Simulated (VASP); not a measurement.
A calculation with VASP 6.6.1 of Gd (native input, structure from a POSCAR):

The input INCAR:

```
SYSTEM = Gd
PREC = Accurate ; ENCUT = 600
EDIFF = 1E-6 ; ISMEAR = 0
SIGMA = 0.05 ; LREAL = .False.
LASPH = .True. ; NELM = 150
ALGO = Normal ; ISIF = 2
LWAVE = .False. ; LCHARG = .False.
ISPIN = 2 ; MAGMOM = 7
LORBIT = 11 ; LMAXMIX = 6
GGA = PE
```

Contents of KPOINTS:

```
Automatic mesh
0
Gamma
  9 9 9
  0 0 0
```

Contents of POSCAR:

```
Gd
1.0
    0.0000000000      2.5858190855      2.5858190855
    2.5858190855      0.0000000000      2.5858190855
    2.5858190855      2.5858190855      0.0000000000
Gd
1
Direct
    0.0000000000      0.0000000000      0.0000000000
```

Potentials or basis: VASP PAW PBE potentials, release 64 (Gd_3), 4f in core.

The run is started by

```console
$ cat potpaw_PBE.64/Gd_3/POTCAR > POTCAR
$ mpirun -np 1 vasp_std > vasp.out
```

This isn't the form of Gd at room conditions, which is hcp.

Task: Write the same calculation in another form: ASE script, structure typed inline.

Result: As run:

File run.py:

```python
from ase import Atoms
from ase.calculators.vasp import Vasp
from ase.dft.bandgap import bandgap

atoms = Atoms(
    ['Gd'],
    cell=[[0.0, 2.5858190855, 2.5858190855], [2.5858190855, 0.0, 2.5858190855], [2.5858190855, 2.5858190855, 0.0]],
    scaled_positions=[[0.0, 0.0, 0.0]],
    pbc=True,
)
atoms.set_initial_magnetic_moments([7.0])
calc = Vasp(
    directory='calc',
    xc='pbe',
    pp='PBE',
    setups={'base': 'minimal', 'Gd': '_3'},
    prec='Accurate',
    encut=600,
    ediff=1e-07,
    ismear=0,
    sigma=0.05,
    lreal=False,
    lasph=True,
    nelm=150,
    algo='Normal',
    isif=2,
    lwave=False,
    lcharg=False,
    ispin=2,
    lorbit=11,
    lmaxmix=6,
    kpts=[9, 9, 9],
    gamma=True,
)
atoms.calc = calc

print('energy (eV):', atoms.get_potential_energy())
print('free energy (eV):', atoms.get_potential_energy(force_consistent=True))
print('forces (eV/A):')
print(atoms.get_forces())
print('stress (eV/A^3, Voigt):', atoms.get_stress())
print('Fermi level (eV):', calc.get_fermi_level())
print('moment (muB):', atoms.get_magnetic_moment())
print('site moments (muB):', atoms.get_magnetic_moments())
gap, top, bottom = bandgap(calc)
print('band gap (eV):', gap, 'from (spin, k, band)', top, 'to', bottom)
```

Potentials or basis: VASP PAW PBE potentials, release 64 (Gd_3), 4f in core.

Command:

```console
$ python run.py
```

Both were run:

|  | native input, structure from a POSCAR | ASE script, structure typed inline |
| --- | --- | --- |
| Pressure | -2.2 GPa | -2.2 GPa |
| Band gap on the k mesh | none (metal or under the smearing width) | none (metal or under the smearing width) |
| Net moment | -0.05 μB per cell | -0.05 μB per cell |
| Site moments | Gd -0.03 μB | Gd -0.03 μB |
| Valence electrons inside the program's atomic spheres | Gd 7.63 | Gd 7.63 |

Keys that steer only the numerical path or the files written may differ.

Caveat: spin-orbit coupling is left out, which moves the levels of the heavy elements; the 4f electrons are frozen in the core as for a trivalent ion, so they carry no moment and show no levels.
